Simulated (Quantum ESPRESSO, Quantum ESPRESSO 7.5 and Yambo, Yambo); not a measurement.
**WSe2: G0W0 with Yambo, start to end**

Wanted: ground state, empty states, screening and self-energy for WSe2.

Program: Quantum ESPRESSO 7.5 and Yambo 5.3.0. Level of theory: PBE and many-body steps on it, plane waves. Results are calculated unless marked as measured.

**1. The starting structure**

The cell holds 3 atoms: 1 W and 2 Se. Its edges and angles: a = 3.320 Å, b = 3.320 Å, c = 16.000 Å, α = 90.0°, β = 90.0°, γ = 120.0°. It derives from  ([{'formula': 'WSe2', 'spacegroup': 194, 'source': 'prototype of the bulk crystal'}]). Vacuum lies along c.

The start is a generated structure, not a measured one. Spin-orbit coupling is left out unless a step names it.

**2. Relaxation**

This step: Quantum ESPRESSO 7.5; DFT, PBE, plane waves, norm-conserving pseudopotentials.

Gaps follow bond lengths, so the structure is brought to rest first.

pw.in

```
&control
  calculation = 'vc-relax'
  prefix = 'x'
  outdir = 'o'
  pseudo_dir = 'pseudo'
  forc_conv_thr = 4e-4
  nstep = 60
/
&system
  ibrav = 0
  nat = 3
  ntyp = 2
  ecutwfc = 98.89999999999999
  nbnd = 28
  force_symmorphic = .true.
  occupations = 'smearing'
  smearing = 'fd'
  degauss = 0.002
/
&electrons
  conv_thr = 1e-9
  electron_maxstep = 80
  mixing_beta = 0.5
/
&ions
/
&cell
  press_conv_thr = 0.3
  cell_dofree = '2Dxy'
/
ATOMIC_SPECIES
  W 183.84 W.upf
  Se 78.971 Se.upf
CELL_PARAMETERS angstrom
  3.3200000000 -0.0000000000 0.0000000000
  -1.6600000000 2.8752043406 0.0000000000
  0.0000000000 0.0000000000 16.0000000000
ATOMIC_POSITIONS crystal
  W 0.3333333333 0.6666666667 0.5000000000
  Se 0.6666666667 0.3333333333 0.6043750000
  Se 0.6666666667 0.3333333333 0.3956250000
K_POINTS automatic
  9 9 1 0 0 0
```

On the command line:

```
$ OMP_NUM_THREADS=1 mpirun -n 16 pw.x -nk 8 -in pw.in > pw.out
```

The program printed:

```text
Program PWSCF v.7.5 starts

     This program is part of the open-source Quantum ESPRESSO suite
     for quantum simulation of materials; please cite
         "P. Giannozzi et al., J. Phys.:Condens. Matter 21 395502 (2009);
         "P. Giannozzi et al., J. Phys.:Condens. Matter 29 465901 (2017);
         "P. Giannozzi et al., J. Chem. Phys. 152 154105 (2020);
     in publications or presentations arising from this work. More details at
     Message from routine setup:
     using ibrav=0 with symmetry is DISCOURAGED, use correct ibrav instead

     bravais-lattice index     =            0
     lattice parameter (alat)  =       6.2739  a.u.
     unit-cell volume          =    1030.6789 (a.u.)^3
     number of atoms/cell      =            3
     number of atomic types    =            2
     number of electrons       =        46.00
     number of Kohn-Sham states=           28
     kinetic-energy cutoff     =      98.9000  Ry
     charge density cutoff     =     395.6000  Ry
     scf convergence threshold =      1.0E-09
     mixing beta               =       0.5000
     number of iterations used =            8  plain     mixing
     energy convergence thresh.=      1.0E-04
     force convergence thresh. =      4.0E-04
     press convergence thresh. =      3.0E-01
     Exchange-correlation= PBE
                           (   1   4   3   4   0   0   0)
     nstep                     =           60

     celldm(1)=   6.273891  celldm(2)=   0.000000  celldm(3)=   0.000000
     celldm(4)=   0.000000  celldm(5)=   0.000000  celldm(6)=   0.000000

     crystal axes: (cart. coord. in units of alat)
               a(1) = (   1.000000  -0.000000   0.000000 )
               a(2) = (  -0.500000   0.866025   0.000000 )
               a(3) = (   0.000000   0.000000   4.819277 )

     reciprocal axes: (cart. coord. in units 2 pi/alat)
               b(1) = (  1.000000  0.577350 -0.000000 )
               b(2) = (  0.000000  1.154701 -0.000000 )
               b(3) = ( -0.000000 -0.000000  0.207500 )
     Pseudo is Norm-conserving + core correction, Zval = 14.0
     Generated using ONCVPSP code by D. R. Hamann
     Using radial grid of 1396 points,  8 beta functions with:
     Pseudo is Norm-conserving + core correction, Zval = 16.0
     Generated using ONCVPSP code by D. R. Hamann
     Using radial grid of 1214 points,  6 beta functions with:
     W                14.00   183.84000     W ( 1.00)
     Se               16.00    78.97100     Se( 1.00)

     12 Sym. Ops. (no inversion) found

   Cartesian axes

     site n.     atom                  positions (alat units)
         1        W      tau(   1) = (  -0.0000000   0.5773503   2.4096386  )
         2        Se     tau(   2) = (   0.5000000   0.2886751   2.9126506  )
[...]
Se               16.00    78.97100     Se( 1.00)

     12 Sym. Ops. (no inversion) found

   Cartesian axes

     site n.     atom                  positions (alat units)
         1        W      tau(   1) = (  -0.0000000   0.5777427   2.4096386  )
         2        Se     tau(   2) = (   0.5003398   0.2888713   2.9152070  )
         3        Se     tau(   3) = (   0.5003398   0.2888713   1.9040701  )

     number of k points=    12  Fermi-Dirac smearing, width (Ry)=  0.0020
                       cart. coord. in units 2pi/alat
[...]
k(   11) = (   0.2220713   0.5128517   0.0000000), wk =   0.2962963
        k(   12) = (   0.3331069   0.5769581   0.0000000), wk =   0.0493827

     Dense  grid:   137099 G-vectors     FFT dimensions: (  40,  40, 192)

     Initial potential from superposition of free atoms

     starting charge      45.9993, renormalised to      46.0000
     Starting wfcs are   28 randomized atomic wfcs

     per-process dynamical memory:    63.2 Mb

     Self-consistent Calculation

[...]
total energy              =    -636.77200450 Ry
[...]
iteration # 11     ecut=    98.90 Ry     beta= 0.50

     total energy              =    -636.77200450 Ry
     estimated scf accuracy    <          1.0E-10 Ry

     iteration # 12     ecut=    98.90 Ry     beta= 0.50

     End of self-consistent calculation

[...]
4.6767   4.9522   5.3067   6.7915

          k = 0.0000 0.2564 0.0000 ( 17099 PWs)   bands (ev):

[...]
-45.4435 -45.4285 -45.4263 -36.1813 -36.1768 -36.1106 -11.9089 -11.0074
    -3.1777  -1.8464  -1.2166   0.0110   0.3937   0.5886   1.3477   4.0497
     4.5525   4.7201   5.8590   7.4476

          k = 0.0000 0.3846 0.0000 ( 17183 PWs)   bands (ev):

     [... further k-points ...]

     the Fermi energy is     2.8652 ev

!    total energy              =    -636.77200450 Ry
     estimated scf accuracy    <          3.9E-12 Ry
     smearing contrib. (-TS)   =      -0.00000000 Ry
     internal energy E=F+TS    =    -636.77200450 Ry

     The total energy is F=E-TS. E is the sum of the following terms:
     one-electron contribution =   -2080.88838761 Ry
     hartree contribution      =    1037.12921628 Ry
     xc contribution           =    -130.01992720 Ry
     ewald contribution        =     537.00709403 Ry

     convergence has been achieved in  12 iterations

     Forces acting on atoms (cartesian axes, Ry/au):

[...]
atom    2 type  2   force =     0.00000000    0.00000000    0.00001515
     atom    3 type  2   force =     0.00000000    0.00000000   -0.00001515

     Total force =     0.000021     Total SCF correction =     0.000022
     SCF correction compared to forces is large: reduce conv_thr to get better values

     Computing stress (Cartesian axis) and pressure

          total   stress  (Ry/bohr**3)                   (kbar)     P=       -0.21
[...]
-0.00000000  -0.00000201  -0.00000000           -0.00       -0.30       -0.00
   0.00000000   0.00000000  -0.00000026            0.00        0.00       -0.04

     XML data file, charge density, pseudopotentials, collected wavefunctions

=------------------------------------------------------------------------------=
   JOB DONE.
=------------------------------------------------------------------------------=
```

Elapsed: 40 s, on 16 MPI ranks of Intel Xeon 6975P-C (Granite Rapids), shared host; peak memory 1.7 GiB.

The steps of the relaxation:

```tsv
step	energy less that of the first step (eV)	largest force (eV/Å)	volume (Å³)
1	0.0000	0.1595	152.73
2	-0.0010	0.0947	152.85
3	-0.0014	0.0253	152.97
4	-0.0015	0.0038	152.98
5	-0.0015	0.0010	152.96
6	-0.0015	0.0003	152.94
7	-0.0015	0.0004	152.94
```

```tsv
cell as run	before	after	change
a (Å)	3.320	3.322	+0.1 %
b (Å)	3.320	3.322	+0.1 %
```

The relaxed structure:

```xyz
3
Lattice="3.3223 0.0000 0.0000 -1.6611 2.8772 0.0000 0.0000 0.0000 16.0000" Properties=species:S:1:pos:R:3
W     0.0000    1.9181    8.0000
Se    1.6611    0.9591    9.6785
Se    1.6611    0.9591    6.3215
```

**3. Ground state**

The ground-state density comes first.

pw.in

```
&control
  calculation = 'scf'
  prefix = 'x'
  outdir = 'o'
  pseudo_dir = 'pseudo'
  tprnfor = .true.
  tstress = .true.
/
&system
  ibrav = 0
  nat = 3
  ntyp = 2
  ecutwfc = 104.0
  nbnd = 36
  force_symmorphic = .true.
/
&electrons
  conv_thr = 1e-10
  electron_maxstep = 80
  mixing_beta = 0.5
/
ATOMIC_SPECIES
  W 183.84 W.upf
  Se 78.971 Se.upf
CELL_PARAMETERS angstrom
  3.3222565483 -0.0000000001 0.0000000000
  -1.6611282741 2.8771585688 0.0000000000
  0.0000000000 0.0000000000 16.0000000000
ATOMIC_POSITIONS crystal
  W 0.3333333333 0.6666666667 0.5000000000
  Se 0.6666666667 0.3333333333 0.6049054530
  Se 0.6666666667 0.3333333333 0.3950945470
K_POINTS automatic
  12 12 1 0 0 0
```

The program printed:

```text
[banner, memory and clock lines left out]
Program PWSCF v.7.5 starts

     Message from routine setup:
     using ibrav=0 with symmetry is DISCOURAGED, use correct ibrav instead

     bravais-lattice index     =            0
     lattice parameter (alat)  =       6.2782  a.u.
     unit-cell volume          =    1032.0804 (a.u.)^3
     number of atoms/cell      =            3
     number of atomic types    =            2
     number of electrons       =        62.00
     number of Kohn-Sham states=           36
     kinetic-energy cutoff     =     104.0000  Ry
     charge density cutoff     =     416.0000  Ry
     scf convergence threshold =      1.0E-10
     mixing beta               =       0.5000
     number of iterations used =            8  plain     mixing
     Exchange-correlation= PBE
                           (   1   4   3   4   0   0   0)

     celldm(1)=   6.278155  celldm(2)=   0.000000  celldm(3)=   0.000000
     celldm(4)=   0.000000  celldm(5)=   0.000000  celldm(6)=   0.000000

     crystal axes: (cart. coord. in units of alat)
               a(1) = (   1.000000  -0.000000   0.000000 )
               a(2) = (  -0.500000   0.866025   0.000000 )
               a(3) = (   0.000000   0.000000   4.816004 )

     reciprocal axes: (cart. coord. in units 2 pi/alat)
               b(1) = (  1.000000  0.577350 -0.000000 )
               b(2) = (  0.000000  1.154701 -0.000000 )
               b(3) = ( -0.000000 -0.000000  0.207641 )
     Pseudo is Norm-conserving + core correction, Zval = 14.0
     Generated using ONCVPSP code by D. R. Hamann
     Using radial grid of 1396 points,  8 beta functions with:
     Pseudo is Norm-conserving + core correction, Zval = 24.0
     Generated using ONCVPSP code by D. R. Hamann
     Using radial grid of 1214 points,  6 beta functions with:
     W                14.00   183.84000     W ( 1.00)
     Se               24.00    78.97100     Se( 1.00)

     12 Sym. Ops. (no inversion) found

   Cartesian axes

     site n.     atom                  positions (alat units)
         1        W      tau(   1) = (  -0.0000000   0.5773503   2.4080019  )
         2        Se     tau(   2) = (   0.5000000   0.2886751   2.9132269  )
         3        Se     tau(   3) = (   0.5000000   0.2886751   1.9027768  )

     number of k points=    19
                       cart. coord. in units 2pi/alat
        k(    1) = (   0.0000000   0.0000000   0.0000000), wk =   0.0138889
        k(    2) = (   0.0000000   0.0962250   0.0000000), wk =   0.0833333
        k(    3) = (   0.0000000   0.1924501   0.0000000), wk =   0.0833333
        k(    4) = (   0.0000000   0.2886751   0.0000000), wk =   0.0833333
        k(    5) = (   0.0000000   0.3849002   0.0000000), wk =   0.0833333
        k(    6) = (   0.0000000   0.4811252   0.0000000), wk =   0.0833333
        k(    7) = (  -0.0000000  -0.5773503   0.0000000), wk =   0.0416667
        k(    8) = (   0.0833333   0.1443376   0.0000000), wk =   0.0833333
        k(    9) = (   0.0833333   0.2405626   0.0000000), wk =   0.1666667
        k(   10) = (   0.0833333   0.3367877   0.0000000), wk =   0.1666667
     [... 7 further rows ...]
        k(   18) = (   0.2500000   0.5292377   0.0000000), wk =   0.1666667
        k(   19) = (   0.3333333   0.5773503   0.0000000), wk =   0.0277778

     Dense  grid:   148031 G-vectors     FFT dimensions: (  45,  45, 200)

     Initial potential from superposition of free atoms

     starting charge      61.9993, renormalised to      62.0000
     Starting wfcs are   36 randomized atomic wfcs

     per-process dynamical memory:    66.3 Mb

     Self-consistent Calculation

     iteration #  1     ecut=   104.00 Ry     beta= 0.50

     Threshold (ethr) on eigenvalues was too large:
     Diagonalizing with lowered threshold

     total energy              =   -1504.86514433 Ry
     estimated scf accuracy    <       0.07270683 Ry

     iteration #  2     ecut=   104.00 Ry     beta= 0.50

     total energy              =   -1504.86793869 Ry
     estimated scf accuracy    <       0.03716291 Ry

     iteration #  3     ecut=   104.00 Ry     beta= 0.50

     total energy              =   -1504.87435275 Ry
     estimated scf accuracy    <       0.03833533 Ry

     iteration #  4     ecut=   104.00 Ry     beta= 0.50

     total energy              =   -1504.87933960 Ry
     estimated scf accuracy    <       0.00061978 Ry

     iteration #  5     ecut=   104.00 Ry     beta= 0.50

     total energy              =   -1504.87939117 Ry
     estimated scf accuracy    <       0.00006563 Ry

     iteration #  6     ecut=   104.00 Ry     beta= 0.50

     total energy              =   -1504.87940383 Ry
     estimated scf accuracy    <       0.00000514 Ry

     iteration #  7     ecut=   104.00 Ry     beta= 0.50

     total energy              =   -1504.87940460 Ry
     estimated scf accuracy    <       0.00000009 Ry

     iteration #  8     ecut=   104.00 Ry     beta= 0.50

     total energy              =   -1504.87940465 Ry
     estimated scf accuracy    <       0.00000005 Ry

     iteration #  9     ecut=   104.00 Ry     beta= 0.50

     total energy              =   -1504.87940466 Ry
     estimated scf accuracy    <          4.6E-09 Ry

     iteration # 10     ecut=   104.00 Ry     beta= 0.50

     End of self-consistent calculation

          k = 0.0000 0.0000 0.0000 ( 18441 PWs)   bands (ev):

  -205.5206-205.5206-145.0171-145.0171-145.0171-145.0171-144.9734-144.9734
   -71.7381 -45.2092 -45.2092 -45.2087 -45.2087 -45.1717 -45.1717 -45.1706
   -45.1706 -45.1573 -45.1552 -35.9525 -35.8447 -35.8447 -12.3191 -11.0921
    -3.7547   0.0315   0.0315   0.2174   1.1314   1.1314   2.0448   5.2558
     5.2558   5.4173   5.4173   6.3089

          k = 0.0000 0.0962 0.0000 ( 18457 PWs)   bands (ev):

  -205.5206-205.5206-145.0171-145.0171-145.0171-145.0171-144.9734-144.9734
   -71.7376 -45.2092 -45.2089 -45.2088 -45.2085 -45.1717 -45.1717 -45.1707
   -45.1706 -45.1571 -45.1551 -35.9497 -35.8588 -35.8480 -12.2189 -11.0416
    -3.6245  -0.2784  -0.0200   0.1286   0.9599   1.1739   2.0112   4.9843
     5.0231   5.2876   5.4325   6.5632

          k = 0.0000 0.1925 0.0000 ( 18451 PWs)   bands (ev):

  -205.5206-205.5206-145.0171-145.0171-145.0171-145.0171-144.9734-144.9734
   -71.7360 -45.2090 -45.2089 -45.2082 -45.2078 -45.1718 -45.1718 -45.1711
   -45.1707 -45.1568 -45.1547 -35.9419 -35.8971 -35.8569 -11.9319 -10.8973
    -3.2625  -1.0250  -0.5401   0.3972   0.5579   1.0395   1.8311   4.4408
     4.8413   4.9938   5.8299   6.9785

          k = 0.0000 0.2887 0.0000 ( 18472 PWs)   bands (ev):

     [... further k-points ...]

     highest occupied, lowest unoccupied level (ev):     2.3671    3.9104

!    total energy              =   -1504.87940466 Ry
     estimated scf accuracy    <          2.7E-11 Ry

     The total energy is the sum of the following terms:
     one-electron contribution =   -4347.46159982 Ry
     hartree contribution      =    2110.15747210 Ry
     xc contribution           =    -148.54710807 Ry
     ewald contribution        =     880.97183113 Ry

     convergence has been achieved in  10 iterations

     Forces acting on atoms (cartesian axes, Ry/au):

     atom    1 type  1   force =     0.00000000    0.00000000    0.00000000
     atom    2 type  2   force =     0.00000000    0.00000000   -0.00010230
     atom    3 type  2   force =     0.00000000    0.00000000    0.00010230

     Total force =     0.000145     Total SCF correction =     0.000005

     Computing stress (Cartesian axis) and pressure

          total   stress  (Ry/bohr**3)                   (kbar)     P=       -0.06
   0.00000012   0.00000000   0.00000000            0.02        0.00        0.00
   0.00000000   0.00000012   0.00000000            0.00        0.02        0.00
   0.00000000  -0.00000000  -0.00000156            0.00       -0.00       -0.23

     XML data file, charge density, pseudopotentials, collected wavefunctions
```

Run time: 19 s. Hardware: 16 MPI ranks; peak memory 2 GiB; 4.9 min of CPU time.

This step gave:

```
total energy               : -20474.9274 eV
gap                        : 1.543 eV
k of the valence top       : 0.3333, 0.3333, 0
k of the conduction bottom : 0.3333, 0.3333, 0
least direct gap           : 1.543 eV
pressure                   : -0.006 GPa
```

The gap is direct, at (0.333, 0.333, 0.000).

With these pseudopotential files and this cutoff the stress is not reliable, so the pressure is no result.

(Part 1 of 3 ends here.)

[Paths, hosts, dates, memory and timing lines, banners, echoed tables and standing remarks are left out of the program output.]

[Logs are printed without paths, hosts, clocks, repeated set-up lines and the standing remarks that a program may print on its own settings, such as how far it seeks lower states.]

[Runs of the session that timed out or met a known fault of the program may be left out.]

[Hosts, paths, dates, database ids (printed as entryN), source tags and the programs' standing remarks are cut or masked in the printed files.]
